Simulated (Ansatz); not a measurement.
The cell is RbBr in the CsCl-type structure; cell and atoms were relaxed with r2SCAN. Rb has 8 Br at 3.57 Å; Br has 8 Rb at 3.57 Å.

Space group Pm-3m (No. 221). a = 4.128 Å, b = 4.128 Å, c = 4.128 Å, α = 90.00°, β = 90.00°, γ = 90.00°

| atom | site | symmetry | x | y | z |
| --- | --- | --- | --- | --- | --- |
| Rb | 1a | m-3m | 0.0000 | 0.0000 | 0.0000 |
| Br | 1b | m-3m | 0.5000 | 0.5000 | 0.5000 |

3 runs of the plane-wave code Ansatz on this cell differ in the functional (and in the settings that go with it). Levels are in eV from each run's valence top; v1 is the last filled band, c1 the first empty one.

Run A, mean stress 0.0 GPa (compression positive):
```tsv
point	v4	v3	v2	v1	c1	c2
Γ	-9.34	-0.15	-0.15	-0.15	4.82	6.12
X	-9.30	-1.70	-0.22	-0.22	7.46	7.81
M	-9.27	-1.06	-1.06	0.00	5.92	6.91
R	-9.56	-1.34	-1.34	-1.34	8.87	8.87
```

Run B, mean stress +0.8 GPa (compression positive):
```tsv
point	v4	v3	v2	v1	c1	c2
Γ	-9.09	-0.15	-0.15	-0.15	4.08	5.58
X	-9.04	-1.71	-0.23	-0.23	6.89	7.10
M	-9.01	-1.05	-1.05	0.00	5.31	6.22
R	-9.31	-1.33	-1.33	-1.33	8.23	8.23
```

Run C, mean stress +0.4 GPa (compression positive):
```tsv
point	v4	v3	v2	v1	c1	c2
Γ	-9.68	-0.17	-0.17	-0.17	5.96	7.48
X	-9.63	-1.85	-0.24	-0.24	8.91	9.05
M	-9.60	-1.15	-1.15	0.00	7.21	8.19
R	-9.91	-1.45	-1.45	-1.45	10.18	10.18
```

Q: Match the runs to PBE, r2SCAN, PBE0.

A: A is r2SCAN, B is PBE, C is PBE0. In order of the gap: PBE 4.08, r2SCAN 4.82, PBE0 5.96 eV. The stress vanishes for r2SCAN, which relaxed the cell.

Note: simulated data, non-magnetic, for a generated structure that need not be the stable one.

Spin-orbit coupling is left out.

The program warns that its thresholds are loose for a hybrid's stress.

The meshes of the hybrids are coarse, so their gaps aren't converged to the digits shown.
